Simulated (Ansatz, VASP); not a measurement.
## N: VASP beside Ansatz

```
N
1.0
     4.16723    0.00000    0.00000
    -2.08362    3.60893    0.00000
     0.00000    0.00000    7.00600
N
4
Cartesian
  0.0000 2.4060 2.3045
  0.0000 2.4060 1.1985
  2.0836 1.2030 5.8075
  2.0836 1.2030 4.7015
```

Alike in both runs: task single point; functional HSE06; k mesh 3 × 3 × 2; no spin polarisation.

|  | VASP | Ansatz |
| --- | --- | --- |
| version | VASP 6.6.1 | Ansatz 0.2.0 |
| potentials or method | VASP PAW PBE potentials, release 64 (N) | plane waves, PAW |
| plane-wave cutoff (eV) | 520 | 470 |
| occupations | gaussian, width 0.01 eV | fixed |
| valence electrons in the cell | 20 | 20 |

Ansatz gave:

```
gap on the k mesh at the Fermi level (eV) : 9.37
```

Problem. Estimate VASP's values.

Solution. gap on the k mesh at the Fermi level (eV): 9.30.

Caveats: the k mesh is coarse (spacing up to 0.58 Å⁻¹), so the values aren't converged, least of all with exact exchange; the standard files for N, O and F lose accuracy on very short bonds; an odd mesh through Γ misses points on the zone boundary, where band edges often lie.
